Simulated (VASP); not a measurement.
Set up this calculation in VASP 6.6.1, as the native input.

- Task: single point
- Functional: PBE
- Potentials or basis: VASP PAW PBE potentials, release 64 (Ag, Cl)
- Cutoff: 520 eV
- k mesh: 10 × 10 × 10
- Occupations: gaussian, width 0.02 eV
- Spin: no spin polarisation
- Dipole correction: no
- Further INCAR settings: ALGO = Fast; EDIFF = 1e-06; NBANDS = 16

The structure of AgCl lies in POSCAR:

```
AgCl
1.0
    3.4339730000      0.0000000000      0.0000000000
    0.0000000000      3.4339730000      0.0000000000
    0.0000000000      0.0000000000      3.4339730000
Ag Cl
1 1
Direct
    0.0000000000      0.0000000000      0.0000000000
    0.5000000000      0.5000000000      0.5000000000
```

Measurements of this composition are mostly on another form, of space group No. 225.

These files were run (other wordings do the same):

INCAR

```
PREC     = Accurate       # precision mode
ENCUT    = 520            # plane-wave cutoff, eV
EDIFF    = 1E-6           # SCF threshold, eV
ISMEAR   = 0              # smearing method
SIGMA    = 0.02           # smearing width, eV
LREAL    = F              # projectors in reciprocal space
LASPH    = T              # aspherical terms in the spheres
NELM     = 100            # most SCF steps
ALGO     = Fast           # electronic algorithm
ISIF     = 2              # what is computed and relaxed
LWAVE    = F              # write WAVECAR
LCHARG   = F              # write CHGCAR
GGA      = PE             # functional
NBANDS   = 16             # bands
```

KPOINTS

```
regular mesh
0
Gamma
  10 10 10
```

Potentials or basis: VASP PAW PBE potentials, release 64 (Ag, Cl).

Launch:

```console
$ cat potpaw_PBE.64/Ag/POTCAR potpaw_PBE.64/Cl/POTCAR > POTCAR
$ mpirun -np 1 vasp_std > vasp.out
```

Results of the run:

```json
{
 "Pressure": "-0.2 GPa",
 "Band gap on the k mesh": "0.57 eV, indirect (least direct gap 2.08 eV)"
}
```

Run time: 13 s on 1 thread of Intel(R) Xeon(R) 6975P-C (Granite Rapids), with other jobs on the host, peak memory 0.17 GiB.
